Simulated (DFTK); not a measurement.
# BeTe (F-43m) in DFTK: reference runs

Reference runs on BeTe: the cell as given.

Everything below comes from runs of DFTK 0.8.2. Logs are shortened: lines on timing, memory, paths and dates and some standing lists are left out, and cuts for length are marked.

**1. The crystal as given**

The structure is cubic, space group F-43m (No. 216). Conventional cell: a = 5.540 Å, b = 5.540 Å, c = 5.540 Å, α = 90.00°, β = 90.00°, γ = 90.00°. Te (site symmetry -43m) has 4 Be at 2.40 Å as nearest neighbours. Be (site symmetry -43m) has 4 Te at 2.40 Å as nearest neighbours.

**2. Single point, PBEsol**

Input file run.jl:

```julia
using DFTK
using PseudoPotentialData
using Unitful, UnitfulAtomic
using LinearAlgebra, Printf
include("save.jl")
disable_threading()

# lattice vectors are the columns
lattice = austrip(1u"Å") * [           0.0           2.77           2.77;
                     2.77            0.0           2.77;
                     2.77           2.77            0.0]
symbols   = [:Te, :Be]
positions = [[0.75, 0.75, 0.75],
             [0.0, 0.0, 0.0]]
pseudopotentials = PseudoFamily("dojo.nc.sr.pbesol.v0_4_1.standard.upf")
elements = Dict(s => ElementPsp(s, pseudopotentials) for s in unique(symbols))
atoms    = [elements[s] for s in symbols]

build_model(lattice, positions; symmetries=true) =
    model_DFT(lattice, atoms, positions;
              functionals=PBEsol(),
              temperature=austrip(0.05u"eV"),
              smearing=Smearing.FermiDirac(),
              symmetries)
Ecut  = 44.0  # hartree
kgrid = [8, 8, 8]
tol   = 1e-6
to_GPa = ustrip(uconvert(u"GPa", 1u"hartree/bohr^3"))

model = build_model(lattice, positions)
basis = PlaneWaveBasis(model; Ecut, kgrid)
display(basis)
scfres = self_consistent_field(basis;
                               tol,
                               nbandsalg=AdaptiveBands(model; n_bands_converge=15))
display(scfres.energies)
@printf "Fermi level: %.6f eV\n" ustrip(auconvert(u"eV", something(scfres.εF, NaN)))
forces = compute_forces_cart(scfres)
println("Forces (eV/Å)")
for (s, f) in zip(symbols, forces)
    @printf "%-3s %12.6f %12.6f %12.6f\n" s ustrip.(auconvert.(u"eV/Å", f))...
end
stress = compute_stresses_cart(scfres)
println("Stress (GPa)")
display(round.(stress * to_GPa; digits=4))
println("Levels at the first k-point (eV): ", round.(ustrip.(auconvert.(u"eV", scfres.eigenvalues[1][1:scfres.n_bands_converge])); digits=4))
save_scf!(scfres; forces, stress)
```

Potentials or basis: dojo.nc.sr.pbesol.v0_4_1.standard.upf (PBEsol).

Run with:

```console
$ julia --threads=1 run.jl  # save.jl only writes the numbers to a file and isn't shown; printed stress counts tension as positive; times include loading and compiling
```

What it wrote:

```text
PlaneWaveBasis discretization:

    Ecut                 : 44.0 Ha
    fft_size             : (48, 48, 48), 110592 total points
    kgrid                : MonkhorstPack([8, 8, 8])
    num.   red. kpoints  : 512
    num. irred. kpoints  : 43

    Discretized Model(gga_x_pbe_sol+gga_c_pbe_sol, 3D):
        lattice (in Bohr)    : [0         , 5.23454   , 5.23454   ]
                               [5.23454   , 0         , 5.23454   ]
                               [5.23454   , 5.23454   , 0         ]
        unit cell volume     : 286.86 Bohr³

        atoms                : BeTe
        pseudopot. family    : PseudoFamily("dojo.nc.sr.pbesol.v0_4_1.standard.upf")

        num. electrons       : 20
        spin polarization    : none
        temperature          : 0.0018375 Ha
        smearing             : DFTK.Smearing.FermiDirac()

        terms                : Kinetic()
                               AtomicLocal()
                               AtomicNonlocal()
                               Ewald(nothing)
                               PspCorrection()
                               Hartree()
                               Xc(gga_x_pbe_sol, gga_c_pbe_sol)
                               Entropy()
n     Energy            log10(ΔE)   log10(Δρ)   Diag   Δtime
---   ---------------   ---------   ---------   ----   ------
  1   -118.5828765806                   -1.04    4.3    19.7s
  2   -118.5876315995       -2.32       -1.64    1.0    9.71s
  3   -118.5878675690       -3.63       -2.49    2.8    10.2s
  4   -118.5878886658       -4.68       -2.82    2.3    12.2s
  5   -118.5878896357       -6.01       -3.55    1.3    8.17s
  6   -118.5878896792       -7.36       -4.14    2.8    11.5s
  7   -118.5878896834       -8.38       -4.54    2.2    10.5s
  8   -118.5878896836       -9.59       -5.08    1.8    9.65s
  9   -118.5878896837      -10.40       -5.95    2.1    10.9s
 10   -118.5878896837      -12.45       -6.09    2.6    12.3s
Energy breakdown (in Ha):
    Kinetic             65.5141714
    AtomicLocal         -85.4150544
    AtomicNonlocal      -39.7226614
    Ewald               -64.4626814
    PspCorrection       2.8369307
    Hartree             29.4355284
    Xc                  -26.7741232
    Entropy             -0.0000000

    total               -118.587889683677
Fermi level: 5.348643 eV
Forces (eV/Å)
Te      0.000000     0.000000     0.000000
Be     -0.000000     0.000000     0.000000
Stress (GPa)
3×3 StaticArraysCore.SMatrix{3, 3, Float64, 9} with indices SOneTo(3)×SOneTo(3):
 -2.4098   0.0      0.0
  0.0     -2.4098   0.0
  0.0      0.0     -2.4098
Levels at the first k-point (eV): [-94.9235, -31.8691, -31.8691, -31.8691, -31.8534, -31.8534, -8.197, 4.4731, 4.4731, 4.4731, 8.0733, 8.0733, 8.0733, 8.5715, 12.9175]
```

Run time: 4.4 min. Hardware: 1 thread of Intel Xeon Platinum 8488C (Sapphire Rapids), shared host; peak memory 1.8 GiB.

Results:

* Free energy: -3226.9409 eV
* Pressure: 2.4 GPa
* Band gap on the k mesh: 1.75 eV, indirect (least direct gap 3.60 eV)

Levels at points of the mesh, in eV from the valence-band top:
```
             k point  band 6  band 7  band 8  band 9  band 10  band 11  band 12  band 13  band 14  band 15
  (0.00, 0.00, 0.00)  -36.33  -12.67    0.00    0.00     0.00     3.60     3.60     3.60     4.10     8.44
 (-0.50, 0.00, 0.00)  -36.33  -11.20   -5.88   -1.21    -1.21     3.19     4.57     4.57     7.77    11.18
(-0.50, -0.50, 0.00)  -36.32  -10.66   -5.38   -2.83    -2.83     1.75     2.57    10.12    10.12    11.95
```

Caveat: spin-orbit coupling is left out, which moves the levels of the heavy elements.
